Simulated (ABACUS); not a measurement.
# Cl in ABACUS: the effect of target pressure

The system is Cl.

```
CELL_PARAMETERS angstrom
3.14500 -2.25000 0.00000
3.14500 2.25000 0.00000
0.00000 0.00000 8.21000
ATOMIC_POSITIONS crystal
Cl 0.37000 0.63000 0.40000
Cl 0.13000 0.87000 0.90000
Cl 0.63000 0.37000 0.60000
Cl 0.87000 0.13000 0.10000
```

Alike in all runs:

```yaml
Program: ABACUS 3.10.1
Task: relaxation of cell and atoms
Functional: PBE
Potentials_or_basis: PseudoDojo NC SR 0.4.1 PBE standard
Cutoff: 789 eV
Density_cutoff: 3157 eV
Basis: plane waves
k_mesh: 5 × 5 × 3
Occupations: fermi-dirac, width 0.05 eV
Spin: no spin polarisation
```

Each run relaxes the cell or the atoms first.

Problem. One run gave: relaxed volume 15.50 Å³/atom; gap on the mesh 1.63 eV. Which target pressure did it use?
A. 10 GPa
B. 5 GPa
C. 30 GPa
D. 20 GPa
E. 0 GPa

Solution. C.

```tsv
target pressure	relaxed volume (Å³/atom)	gap on the mesh (eV)
0 GPa	32.75	2.40
5 GPa	22.00	2.15
10 GPa	19.47	1.97
20 GPa	16.94	1.77
30 GPa	15.50	1.63
```

Caveats: an odd mesh through Γ misses points on the zone boundary, where band edges often lie; the volume moved by over 15 % at a fixed basis, so the end points are rough (some runs); the volume moved by +13 % from the deposited cell, more than functionals usually miss (some runs).
